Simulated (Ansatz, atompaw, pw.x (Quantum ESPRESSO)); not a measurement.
# hafnium: one change to the PAW (atompaw) potential, in the atom and in the fcc crystal

hafnium (Hf), PAW, made with atompaw 4.2.0.5 (PBE, scalar-relativistic). Core [Kr] 4d10 4f14, reference 5s2 5p6 5d2 6s2 6p0. Waves: 5s (bound): rc 1.35 bohr; 6s (bound): rc 2.65 bohr; 5p (bound): rc 2.20 bohr; 6p (bound, empty): rc 2.65 bohr; 5d (bound): rc 2.65 bohr; 5d channel at 2.25 Ry: rc 2.65 bohr. Local part: bessel scheme, radius 1.85 bohr. Core correction: smooth core density matched at 1.80 bohr. Augmentation charge: sinc compensation charge, radius 2.35 bohr; PAW radius 2.65 bohr; waves and projectors: custom polynom vanderbiltortho.

Change: wave 5d channel at 2.25 Ry: rc 2.65 bohr becomes 5d channel at -0.15 Ry: rc 2.65 bohr.

Cutoffs, loose and tight: the cutoffs (Ry, on a coarse ladder) from which the occupation-weighted sum of valence levels, in a spherical-Bessel basis at the reference potential, stays within 10 and 1 mRy of its value at 400 Ry. They see the waves, projectors and local potential, not the compensation charge or the core.

Crystal test: fcc Hf in pw.x 7.5, no spin, 13³ k-points, Fermi–Dirac smearing 0.01 Ry, cutoffs set for each file from its atomic test. The reference is all-electron LAPW (Ansatz 0.2.0) with the same functional, mesh and smearing; V0 and B0 come from Birch–Murnaghan fits to the pressures at five volumes. Errors are pseudo minus all-electron; Δ is the rms difference of the E(V) curves that follow from these fits, minima aligned, over ±6 % about the mean V0. Mesh and smearing are coarse, so the numbers serve the comparison and aren't converged zero-temperature values; the lattice is a test structure that the element need not adopt.

All-electron: a0 = 4.490 Å (V0 = 22.63 Å³/atom), B0 = 101.6 GPa.

Task: Does the change bring the crystal closer to the all-electron result?

Result: The mean pressure error goes from -0.33 to -0.46 GPa, so the change moves the solid further from the all-electron pressures.

```tsv
quantity	base	changed
outcome (atom)	generated	generated
cutoff, loose (atom)	30 Ry	30 Ry
cutoff, tight (atom)	55 Ry	55 Ry
bound ghosts (atom)	none	none
cutoffs in pw.x (Ry)	70/700	70/700
a0 (Å)	4.485	4.483
a0 error (%)	-0.11	-0.15
B0 error (%)	+0.2	+0.3
Δ (meV/atom)	1.6	2.3
mean pressure error (GPa)	-0.33	-0.46
```

 The atomic cutoffs weigh occupied waves only.
